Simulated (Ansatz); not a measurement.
**LiF (CsCl type): optical response by level**

How does LiF (CsCl type) absorb light if electrons and holes don't interact? The runs, in order: HSE06 for the gap; optics with PBE on 8×8×8; optics with r2SCAN on 8×8×8; optics with PBE and scissors to the HSE06 gap on 8×8×8.

Computed with Ansatz 0.2.0 (plane waves, PAW; no local fields, no excitons, unless a step's input says otherwise).

### 1 Starting point

Symmetry: Pm-3m, No. 221, cubic system. Conventional cell: a = 2.516 Å, b = 2.516 Å, c = 2.516 Å, α = 90.00°, β = 90.00°, γ = 90.00°. Around Li (site symmetry m-3m) lie 8 F at 2.18 Å. Around F (site symmetry m-3m) lie 8 Li at 2.18 Å.

Coordinates:

```cif
data_structure
_symmetry_space_group_name_H-M 'Pm-3m'
_symmetry_Int_Tables_number 221
_cell_length_a 2.5163
_cell_length_b 2.5163
_cell_length_c 2.5163
_cell_angle_alpha 90.000
_cell_angle_beta 90.000
_cell_angle_gamma 90.000
_cell_volume 15.93
loop_
_atom_site_label
_atom_site_type_symbol
_atom_site_symmetry_multiplicity
_atom_site_Wyckoff_symbol
_atom_site_fract_x
_atom_site_fract_y
_atom_site_fract_z
_atom_site_occupancy
Li1 Li 1 a 0.00000 0.00000 0.00000 1
F1 F 1 b 0.50000 0.50000 0.50000 1
```

Cell and atoms come from an earlier r2SCAN relaxation.

### 2 The gap to aim at

The input, input.yaml:

```yaml
crystal:
  lattice:
    - [2.5162584438, 0.0, 0.0]
    - [0.0, 2.5162584438, 0.0]
    - [0.0, 0.0, 2.5162584438]
  atoms:
    - { symbol: Li, position: [0.0, 0.0, 0.0] }
    - { symbol: F, position: [0.5, 0.5, 0.5] }
kpoints:
  mp_grid: { grid: [6, 6, 6] }
  band_path:
    path:
      - [0.0, 0.0, 0.0]
      - [0.0, 0.5, 0.0]
      - [0.5, 0.5, 0.0]
      - [0.5, 0.5, 0.5]
      - [0.0, 0.5, 0.5]
    npoints: 1
hamiltonian:
  xc: hse06
scf:
  occupations: { method: fixed }
  n_extra_bands: 4
output:
  forces: true
  stress: true
  eigenvalues: true
```

Run with:

```sh
> ansatz run input.yaml --threads 4 --pin off --max-ram 3686MiB --backend cpu --events-out ev --progress --plain --runs-dir out
```

After this run come: Optics, PBE; Optics, r2SCAN; Optics, PBE with a scissors shift.

Before running them: what should the planned runs give, taken together? Wanted: ε∞, PBE; ε∞, r2SCAN; tallest peak of ε₂, PBE; tallest peak of ε₂, r2SCAN; HSE06 direct gap.

The runs gave:

| quantity | value |
| --- | --- |
| ε∞, PBE | 2.20 |
| ε∞, r2SCAN | 2.07 |
| ε∞, PBE + 2.27 eV scissors | 2.05 |
| tallest peak of ε₂, PBE | 3.0 at 14.05 eV |
| tallest peak of ε₂, r2SCAN | 2.8 at 15.20 eV |
| tallest peak of ε₂, PBE + 2.27 eV scissors | 3.0 at 16.30 eV |
| HSE06 direct gap | 10.93 eV |

**Reading.** From PBE to PBE + 2.27 eV scissors the direct gap grows from 8.66 to 10.93 eV, and ε∞ goes from 2.20 to 2.05: a wider gap screens less. Local fields and excitons are left out: both change ε∞, and without excitons the onset lacks its lines.
